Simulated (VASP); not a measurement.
# SrCl2 (Fm-3m) in VASP: single point with PBE

Aim: the single point of SrCl2 with PBE.

All numbers are computed with VASP 6.6.1; they aren't measurements. Logs are shortened: lines on timing, memory, paths and dates and some standing lists are left out, and cuts for length are marked.

**1. The structure**

Symmetry: Fm-3m, No. 225, cubic system. The conventional cell has a = 6.977 Å, b = 6.977 Å, c = 6.977 Å, α = 90.00°, β = 90.00°, γ = 90.00°. Sr (site symmetry m-3m) has 8 Cl at 3.02 Å as nearest neighbours. Cl (site symmetry -43m) is surrounded by 4 Sr at 3.02 Å.

**2. Single point, PBE**

INCAR

```
SYSTEM = SrCl2
PREC = Accurate ; ENCUT = 520
EDIFF = 1E-6 ; ISMEAR = 1
SIGMA = 0.02 ; LREAL = .FALSE.
LASPH = .TRUE. ; NELM = 100
ALGO = Normal ; ISIF = 2
LWAVE = .FALSE. ; LCHARG = .TRUE.
GGA = PE ; LELF = .TRUE.
LVHAR = .TRUE. ; NBANDS = 19
```

KPOINTS

```
regular mesh
0
G
  5 5 5
  0 0 0
```

POSCAR

```
SrCl2
1.0
    0.0000000000      3.4883500000      3.4883500000
    3.4883500000      0.0000000000      3.4883500000
    3.4883500000      3.4883500000      0.0000000000
Sr Cl
1 2
Direct
    0.0000000000      0.0000000000      0.0000000000
    0.2500000000      0.2500000000      0.2500000000
    0.7500000000      0.7500000000      0.7500000000
```

Potentials or basis: VASP PAW PBE potentials, release 64 (Sr_sv, Cl).

Command:

```sh
$ cat potpaw_PBE.64/Sr_sv/POTCAR potpaw_PBE.64/Cl/POTCAR > POTCAR
$ mpirun -np 1 vasp_std > vasp.out
```

OUTCAR:

```text
SYSTEM = SrCl2
   PREC = Accurate
   ENCUT = 520
   EDIFF = 1E-6
   ISMEAR = 1
   LREAL = .FALSE.
   LASPH = .TRUE.
   NELM = 100
   ISIF = 2
   GGA = PE

 ion  position               nearest neighbor table
   1  0.000  0.000  0.000-   3 3.02   3 3.02   3 3.02   2 3.02   3 3.02   2 3.02   2 3.02   2 3.02

   2  0.250  0.250  0.250-   1 3.02   1 3.02   1 3.02   1 3.02
   3  0.750  0.750  0.750-   1 3.02   1 3.02   1 3.02   1 3.02

  LATTYP: Found a face centered cubic cell.
 ALAT       =     6.9767000000

  Lattice vectors:

 A1 = (   0.0000000000,   3.4883500000,   3.4883500000)
 A2 = (   3.4883500000,   0.0000000000,   3.4883500000)
 A3 = (   3.4883500000,   3.4883500000,   0.0000000000)

Analysis of symmetry for initial positions (statically):
=====================================================================
 Subroutine PRICEL returns:
 Original cell was already a primitive cell.

 Routine SETGRP: Setting up the symmetry group for a
 face centered cubic supercell.

 Subroutine GETGRP returns: Found 48 space group operations
 (whereof 48 operations were pure point group operations)
 out of a pool of 48 trial point group operations.

The static configuration has the point symmetry O_h .

Analysis of symmetry for dynamics (positions and initial velocities):
=====================================================================
 Subroutine PRICEL returns:
 Original cell was already a primitive cell.

 Routine SETGRP: Setting up the symmetry group for a
 face centered cubic supercell.

 Subroutine GETGRP returns: Found 48 space group operations
 (whereof 48 operations were pure point group operations)
 out of a pool of 48 trial point group operations.

The dynamic configuration has the point symmetry O_h .

 Subroutine INISYM returns: Found 48 space group operations
 (whereof 48 operations are pure point group operations),
 and found     1 'primitive' translations

----------------------------------------------------------------------------------------

                                     Primitive cell

  volume of cell :      84.8966

  direct lattice vectors                    reciprocal lattice vectors
     0.000000000  3.488350000  3.488350000    -0.143334241  0.143334241  0.143334241
     3.488350000  0.000000000  3.488350000     0.143334241 -0.143334241  0.143334241
     3.488350000  3.488350000  0.000000000     0.143334241  0.143334241 -0.143334241

  length of vectors
     4.933271880  4.933271880  4.933271880     0.248262188  0.248262188  0.248262188

  position of ions in fractional coordinates (direct lattice)
     0.000000000  0.000000000  0.000000000
     0.250000000  0.250000000  0.250000000
     0.750000000  0.750000000  0.750000000

  ion indices of the primitive-cell ions
   primitive index   ion index
                 1           1
                 2           2
                 3           3

----------------------------------------------------------------------------------------

 KPOINTS: regular mesh

Automatic generation of k-mesh.
 Grid dimensions read from file:
 generate k-points for:    5    5    5

 Generating k-lattice:

  Cartesian coordinates                     Fractional coordinates (reciprocal lattice)
    -0.028666848  0.028666848  0.028666848     0.200000000  0.000000000  0.000000000
     0.028666848 -0.028666848  0.028666848     0.000000000  0.200000000  0.000000000
     0.028666848  0.028666848 -0.028666848     0.000000000  0.000000000  0.200000000

  Length of vectors
     0.049652438  0.049652438  0.049652438

  Shift w.r.t. Gamma in fractional coordinates (k-lattice)
     0.000000000  0.000000000  0.000000000

 Subroutine IBZKPT returns following result:
 ===========================================

 Found     10 irreducible k-points:

 Following reciprocal coordinates:
            Coordinates               Weight
  0.000000  0.000000  0.000000      1.000000
  0.200000  0.000000  0.000000      8.000000
  0.400000  0.000000  0.000000      8.000000
  0.200000  0.200000  0.000000      6.000000
  0.400000  0.200000  0.000000     24.000000
 -0.400000  0.200000  0.000000     24.000000
 -0.200000  0.200000  0.000000     12.000000
  0.400000  0.400000  0.000000      6.000000
 -0.400000  0.400000  0.000000     12.000000
 -0.400000  0.400000  0.200000     24.000000
   k-points           NKPTS =     10   k-points in BZ     NKDIM =     10   number of bands    NBANDS=     19
   number of dos      NEDOS =    301   number of ions     NIONS =      3
   total plane-waves  NPLWV =  64000
   dimension x,y,z NGX =    40 NGY =   40 NGZ =   40
   dimension x,y,z NGXF=    80 NGYF=   80 NGZF=   80
   ions per type =               1   2
   NGX,Y,Z   is equivalent  to a cutoff of  13.48, 13.48, 13.48 a.u.
   NGXF,Y,Z  is equivalent  to a cutoff of  26.96, 26.96, 26.96 a.u.
 SYSTEM =  SrCl2
   PREC   = accura    normal or accurate (medium, high low for compatibility)
   ISTART =      0    job   : 0-new  1-cont  2-samecut
   ICHARG =      2    charge: 1-file 2-atom 10-const
   ISPIN  =      1    spin polarized calculation?
   LNONCOLLINEAR =      F non collinear calculations
   LSORBIT =      F    spin-orbit coupling
   LASPH  =      T    aspherical Exc in radial PAW
   ENCUT  =  520.0 eV  38.22 Ry    6.18 a.u.   9.17  9.17  9.17*2*pi/ulx,y,z
   NELM   =    100;   NELMIN=  2; NELMDL= -5     # of ELM steps
   EDIFF  = 0.1E-05   stopping-criterion for ELM
   LREAL  =      F    real-space projection
   EDIFFG = 0.1E-04   stopping-criterion for IOM
   NSW    =      0    number of steps for IOM
   IBRION =     -1    ionic relax: 0-MD 1-quasi-New 2-CG
   NFREE  =      0    steps in history (QN), initial steepest desc. (CG)
   ISIF   =      2    stress and relaxation
   ISYM   =      2    0-nonsym 1-usesym 2-fastsym
   POTIM  = 0.5000    time-step for ionic-motion
   TEBEG  =    0.0;   TEEND  =   0.0 temperature during run
   PSTRESS=    0.0 pullay stress
   NELECT =      24.0000    total number of electrons
   NUPDOWN=      -1.0000    fix difference up-down
   EMIN   =  10.00;   EMAX   =-10.00  energy-range for DOS
   EFERMI =   0.00;   METHOD = LEGACY
   ISMEAR =     1;   SIGMA  =   0.02  broadening in eV -4-tet -1-fermi 0-gaus
   EFERMI_NEDOS =   21; number of points for ismear=-14 and -15
   IALGO  =     38    algorithm
   IMIX   =      4    mixing-type and parameters
     AMIX     =   0.40;   BMIX     =  1.00
     AMIX_MAG =   1.60;   BMIX_MAG =  1.00
  volume/ion in A,a.u.               =      28.30       190.97
  Fermi-wavevector in a.u.,A,eV,Ry     =   1.074439  2.030396 15.706833  1.154420
  Thomas-Fermi vector in A             =   2.210267
   LORBIT       =      0    0 simple, 1 ext, 2 COOP (PROOUT), +10 PAW based schemes
   GGA     = PE    functional components
   LHFCALC =     F    Hartree Fock is set to
   AEXX    =    0.0000 exact exchange contribution
   IVDW    =     0    specifies the selected vdW correction
   LEPSILON=     F    determine dielectric tensor
   LRPA    =     F    only Hartree local field effects (RPA)
 non-spin polarized calculation
 Methfessel and Paxton  Order N= 1 SIGMA  =   0.02
  energy-cutoff  :      520.00
  volume of cell :       84.90
 maximum number of plane-waves:      2293
 NGX is ok and might be reduce to    40
   NGX = 19   NGY = 19   NGZ = 19

 number of electron      24.0000003 magnetization

 Free energy of the ion-electron system (eV)
  ---------------------------------------------------
  ext. energy  EPLUGINS =         0.00000000
  ---------------------------------------------------
  free energy    TOTEN  =       -12.78224049 eV

  energy without entropy =      -12.78235181  energy(sigma->0) =      -12.78227760

 E-fermi :   0.0993     XC(G=0):  -8.2830

 val. band max:        0.0824342764   @ k =  -0.4000   0.4000   0.0000
 cond. band min:       5.4906613831   @ k =   0.0000   0.0000   0.0000
 fundamental gap:      5.4082271067
 Fermi energy:         0.0992719207

 k-point     1 :       0.0000    0.0000    0.0000
  band No.  band energies     occupation
      1     -32.7341      2.00000
      2     -14.7258      2.00000
      3     -14.7258      2.00000
      4     -14.7258      2.00000
      5     -13.1526      2.00000
      6     -12.3026      2.00000
[... 11 lines left out ...]
     18       9.1882      0.00000
     19       9.4668      0.00000

 k-point     2 :       0.2000    0.0000    0.0000
  band No.  band energies     occupation
      1     -32.7330      2.00000
      2     -14.8431      2.00000
      3     -14.7306      2.00000
      4     -14.7306      2.00000
      5     -12.9512      2.00000
      6     -12.3780      2.00000
[... 11 lines left out ...]
     18       8.8446      0.00000
     19       9.9341      0.00000

 k-point     3 :       0.4000    0.0000    0.0000
  band No.  band energies     occupation
      1     -32.7312      2.00000
      2     -14.9883      2.00000
      3     -14.7383      2.00000
      4     -14.7383      2.00000
      5     -12.7597      2.00000
      6     -12.3973      2.00000
[... 11 lines left out ...]
     18       8.7490      0.00000
     19       8.8426      0.00000

 k-point     4 :       0.2000    0.2000    0.0000
  band No.  band energies     occupation
      1     -32.7326      2.00000
      2     -14.8705      2.00000
      3     -14.7372      2.00000
      4     -14.7372      2.00000
      5     -12.8738      2.00000
      6     -12.4122      2.00000
[... 11 lines left out ...]
     18       8.9357      0.00000
     19       9.0028      0.00000

 k-point     5 :       0.4000    0.2000    0.0000
  band No.  band energies     occupation
      1     -32.7311      2.00000
      2     -14.9687      2.00000
      3     -14.7760      2.00000
      4     -14.7455      2.00000
      5     -12.6501      2.00000
      6     -12.4753      2.00000
[... 11 lines left out ...]
     18       8.6804      0.00000
     19       9.7090      0.00000

 k-point     6 :      -0.4000    0.2000    0.0000
  band No.  band energies     occupation
      1     -32.7305      2.00000
      2     -14.9700      2.00000
      3     -14.8292      2.00000
      4     -14.7440      2.00000
      5     -12.6348      2.00000
      6     -12.4287      2.00000
[... 11 lines left out ...]
     18       9.0143      0.00000
     19       9.4259      0.00000

 k-point     7 :      -0.2000    0.2000    0.0000
  band No.  band energies     occupation
      1     -32.7317      2.00000
      2     -14.9177      2.00000
      3     -14.7852      2.00000
      4     -14.7348      2.00000
      5     -12.7334      2.00000
      6     -12.4531      2.00000
[... 11 lines left out ...]
     18       8.9055      0.00000
     19      10.0558      0.00000

 k-point     8 :       0.4000    0.4000    0.0000
  band No.  band energies     occupation
      1     -32.7303      2.00000
      2     -15.0457      2.00000
      3     -14.7556      2.00000
      4     -14.7556      2.00000
      5     -12.5785      2.00000
      6     -12.4629      2.00000
[... 11 lines left out ...]
     18       8.2425      0.00000
     19      10.0301      0.00000

 k-point     9 :      -0.4000    0.4000    0.0000
  band No.  band energies     occupation
      1     -32.7299      2.00000
      2     -15.0189      2.00000
      3     -14.8219      2.00000
      4     -14.7547      2.00000
      5     -12.5692      2.00000
      6     -12.4256      2.00000
[... 11 lines left out ...]
     18       9.6549      0.00000
     19       9.7973      0.00000

 k-point    10 :      -0.4000    0.4000    0.2000
  band No.  band energies     occupation
      1     -32.7301      2.00000
      2     -14.9652      2.00000
      3     -14.8620      2.00000
      4     -14.7540      2.00000
      5     -12.5145      2.00000
      6     -12.5005      2.00000
[... 11 lines left out ...]
     18       9.3035      0.00000
     19      10.2186      0.00000

------------------------ aborting loop because EDIFF is reached ----------------------------------------

  FORCE on cell =-STRESS in cart. coord.  units (eV):
  Direction    XX          YY          ZZ          XY          YZ          ZX
  --------------------------------------------------------------------------------------
  -------------------------------------------------------------------------------------
  Total        0.5658372      0.5658372      0.5658372     -0.0000000     -0.0000000      0.0000000
  in kB       10.6785411     10.6785411     10.6785411     -0.0000000     -0.0000000      0.0000000
  external PRESSURE =      10.6785411 kB  Pullay stress =       0.0000000 kB

 VOLUME and BASIS-vectors are now :
 -----------------------------------------------------------------------------
  energy-cutoff  :      520.00
  volume of cell :       84.90
      direct lattice vectors                 reciprocal lattice vectors
     0.000000000  3.488350000  3.488350000    -0.143334241  0.143334241  0.143334241
     3.488350000  0.000000000  3.488350000     0.143334241 -0.143334241  0.143334241
     3.488350000  3.488350000  0.000000000     0.143334241  0.143334241 -0.143334241

 POSITION                                       TOTAL-FORCE (eV/Angst)
 -----------------------------------------------------------------------------------
      0.00000      0.00000      0.00000        -0.000000      0.000000     -0.000000
      1.74418      1.74418      1.74418         0.000000      0.000000      0.000000
      5.23252      5.23252      5.23252        -0.000000     -0.000000     -0.000000
 -----------------------------------------------------------------------------------
    total drift:                               -0.000000     -0.000000      0.000000

  FREE ENERGIE OF THE ION-ELECTRON SYSTEM (eV)
  ---------------------------------------------------
  free  energy   TOTEN  =       -12.7822404888 eV

  energy  without entropy=      -12.7823518085  energy(sigma->0) =      -12.78227760
```

It took 14 s on 1 thread of Intel Xeon 6975P-C (Granite Rapids), shared host; peak memory 0.23 GiB.

What came out:

```
Free energy            : -12.7822 eV
Pressure               : 1.1 GPa
Band gap on the k mesh : 5.41 eV, indirect (least direct gap 5.68 eV)
```

Caveat: an odd mesh through Γ misses points on the zone boundary, where band edges often lie.
